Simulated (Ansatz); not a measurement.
Runs of Ansatz 0.2.0 on CdS. It takes space group Fm-3m (No. 225, cubic). Conventional cell: a = 5.506 Å, b = 5.506 Å, c = 5.506 Å, α = 90.00°, β = 90.00°, γ = 90.00°. Cd (site symmetry m-3m) has 6 S at 2.75 Å as nearest neighbours. S (site symmetry m-3m) has 6 Cd at 2.75 Å as nearest neighbours. Measurements of this composition are mostly on another form, of space group No. 186.

| screening (1/Å) | gap on the mesh (eV) | pressure (GPa) |
| --- | --- | --- |
| 0.2 | 1.25 | -1.9 |
| 0.3 | 1.03 | (b) |
| 0.4 | 0.88 | (a) |
| 0.6 | 0.67 | -0.9 |
| 0.1 | (c) | -2.1 |
| 0.15 | 1.38 | -2.0 |

Alike in all rows: task single point; level HSE06 form with a typed share of exact exchange; potentials or basis Ansatz PAW; no spin polarisation; cell as given; k mesh 4 × 4 × 4; cutoff (eV) 420; smearing fermi-dirac 0.05 eV; the mesh is coarse, so values aren't converged.

Problem. Estimate the missing entries.

Solution. (a) -1.4; (b) -1.7; (c) 1.55.

Caveats: all runs use coarse meshes; the PAW data sets come from PBE, with cores solved anew for the run's functional, which leaves a small shift of forces and pressure; the thresholds are loose for stress.

A k mesh can miss the band edges, and the runs leave out spin-orbit coupling on Cd.
